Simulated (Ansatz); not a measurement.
# CaSe: one input, then a changed one

The cell is the one relaxed in the Materials Project (mp-1415), not relaxed further here; entries there can be hypothetical. The listed cell was then made from it by scaling, straining or moving an atom.

First run: DFT, LDA, all-electron LAPW, scalar-relativistic (Ansatz 0.2.0).

Command: `ansatz run input.yaml --threads 1 --pin off --max-ram 2048MiB --backend cpu --events-out ev --progress --plain --runs-dir out` The run took 28 s on 1 thread of Arm Neoverse V1 (shared host), peak memory 0.38 GiB.

```yaml
crystal:
  lattice:
    - [0.0, 2.9702381052, 2.9702381052]
    - [2.9702381052, 0.0, 2.9702381052]
    - [2.9702381052, 2.9702381052, 0.0]
  atoms:
    - { symbol: Ca, position: [0.0, 0.0, 0.0] }
    - { symbol: Se, position: [0.5084168336, 0.5084168336, 0.4915831664] }
kpoints:
  mp_grid: { grid: [9, 9, 9] }
scf:
  occupations: { method: fermi_dirac, width: 0.03 }
hamiltonian:
  xc: lda
  pseudopotentials: { kind: all_electron, lapw: { basis_error: 0.00025 } }
output:
  forces: true
  stress: true
  eigenvalues: true
```

Result: converged; pressure -3.69 GPa; largest force 0.128 eV/Å; gap on the k mesh 1.95 eV (the mesh can miss the band edges); 7 SCF iterations.

A second input differs as follows:

```diff
@@ -10,5 +10,7 @@
   mp_grid: { grid: [9, 9, 9] }
 scf:
-  occupations: { method: fermi_dirac, width: 0.03 }
+  occupations: { method: fermi_dirac, width: 0.3 }
+  n_extra_bands: 0
+  max_iter: 75
 hamiltonian:
   xc: lda
```

Q: What is wrong with it, and what does the program do?

A: The fault is too few bands. The run refused before any iteration. The log ends:
```
Error: inconsistent input (scf.n_extra_bands, scf.occupations.method): n_bands = 20 leaves no empty band above the 20 bands per channel that the deck's 40 electrons occupy, and the occupations search for the Fermi level (a smearing at a finite width, or tetrahedra): a level found among occupied bands alone can fill a metal as an insulator; raise scf.n_extra_bands until at least 21 bands are solved (omitted, it auto-derives to 26) (see scf.n_extra_bands in the input reference)
```
